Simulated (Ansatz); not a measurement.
**Clamped-ion strain scan in Pt**

Method: DFT PBE, scalar-relativistic, plane waves, PAW (Ansatz). Cutoff 420 eV, Γ-centred 20×20×20 k-points, Fermi–Dirac smearing of 0.02 eV. Spin–orbit coupling is left out, which can shift energies with elements as heavy as these. No spin polarisation. Energies are free energies at this smearing, counted from the undisturbed cell; pressure is positive in compression.

Reference structure (as given, not relaxed at this level; it stands at 11.4 GPa):

```yaml
crystal:
  lattice:
    - [0.00000, 1.95790, 1.95790]
    - [1.95790, 0.00000, 1.95790]
    - [1.95790, 1.95790, 0.00000]
  atoms:
    - { symbol: Pt, position: [0.00000, 0.00000, 0.00000] }
```

The cell is strained by ε times the Voigt pattern (1, 1, 0, 0, 0, 0) (xx, yy, zz, yz, xz, xy; engineering shear) with fractional coordinates fixed. The cell is metallic on the mesh throughout. At 11 GPa the given cell is far from its own equilibrium, so these figures belong to a strongly strained crystal.

| ε | ΔE (meV/atom) | stress summed along the pattern (GPa, tension positive) | pressure (GPa) |
| --- | --- | --- | --- |
| -0.1000 | 1084.3 | -271.39 | 124.9 |
| -0.0750 | 606.0 | -180.83 | 84.2 |
| -0.0500 | 287.4 | -112.66 | 53.0 |
| -0.0250 | 94.6 | -61.11 | 29.3 |
| 0.0000 | 0.0 | -22.79 | 11.4 |
| 0.0250 | -19.0 | 5.11 | -2.0 |
| 0.0500 | 19.5 | 25.37 | -11.9 |
| 0.0750 | 101.7 | 39.80 | -19.0 |
| 0.0875 | 155.7 | 45.26 | -21.8 |
| 0.1000 | 216.6 | 49.74 | -24.1 |

Cost: 10 runs of about 0.95 core-minutes in all, on Arm Neoverse V2 (shared hosts).